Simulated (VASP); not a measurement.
BeSe:

```
Be Se
1.0
     0.00000    2.53500    2.53500
     2.53500    0.00000    2.53500
     2.53500    2.53500    0.00000
Be Se
1 1
Direct
  0.00000 0.00000 0.00000
  0.25000 0.25000 0.25000
```

Base run:

| Quantity | Value |
| --- | --- |
| Program | VASP 6.6.1 |
| Functional | PBE |
| Potentials or basis | VASP PAW PBE potentials, release 64 (Be, Se) |
| Cutoff | 520 eV |
| k mesh | 9 × 9 × 9 |
| Occupations | fermi-dirac, width 0.02 eV |
| Spin | no spin polarisation |

Its results: band gap on the k mesh 2.61 eV, indirect (least direct gap 4.69 eV); pressure 5.6 GPa.

The run is repeated on the same cell with these changes: k mesh from 9 × 9 × 9 to 6 × 6 × 6. What comes out?

Band gap on the k mesh 2.52 eV, indirect (least direct gap 4.69 eV); pressure 5.6 GPa.

Caveats: an odd mesh through Γ misses points on the zone boundary, where band edges often lie (some runs).
